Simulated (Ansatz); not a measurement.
Runs of Ansatz 0.2.0 on Au. Symmetry: P6_3/mmc, No. 194, hexagonal system. The conventional cell has a = 2.900 Å, b = 2.900 Å, c = 4.880 Å, α = 90.00°, β = 90.00°, γ = 120.00°. Au (site symmetry -6m2) has 12 Au at 2.90 to 2.96 Å as nearest neighbours. This isn't the form of Au at room conditions, which is fcc.

| task | level | potentials or basis | spin | k mesh | cutoff (eV) | basis error allowed | pressure (GPa) | V0 of scaled cells (Å³/atom) | B0 (GPa) |
| --- | --- | --- | --- | --- | --- | --- | --- | --- | --- |
| band structure | LDA | all-electron LAPW, scalar-relativistic | off | 11 × 11 × 6 | 245 | 0.001 eV/atom | (a) | - | - |
| band structure | PBEsol | all-electron LAPW, scalar-relativistic | off | 11 × 11 × 6 | 245 | 0.001 eV/atom | -6.5 | - | - |
| band structure | PBEsol | all-electron LAPW, scalar-relativistic | off | 8 × 8 × 4 | 245 | 0.001 eV/atom | -5.9 | - | - |
| equation of state | PBEsol | all-electron LAPW, scalar-relativistic | off | 11 × 11 × 6 | - | 0.001 eV/atom | - | 17.03 | 171 |
| equation of state | PBEsol | all-electron LAPW, scalar-relativistic | off | 11 × 11 × 6 | - | 0.0005 eV/atom | - | 17.03 | 171 |
| band structure | PBEsol | all-electron LAPW, relativistic spinors | SOC, no magnetisation | 8 × 8 × 4 | 245 | 0.001 eV/atom | -7.5 | - | - |

Alike in all rows: cell as given; smearing fermi-dirac 0.05 eV.

Estimate the missing entries.

(a) -10.8.

Caveats: the k mesh is thin for a metal, which can move the energy by tens of meV per atom (some runs); the cell was scaled at fixed shape and fractional positions, which overstates the stiffness of a crystal with free parameters, most of all of layers and chains (some runs).

Not every run made on this cell is shown here.
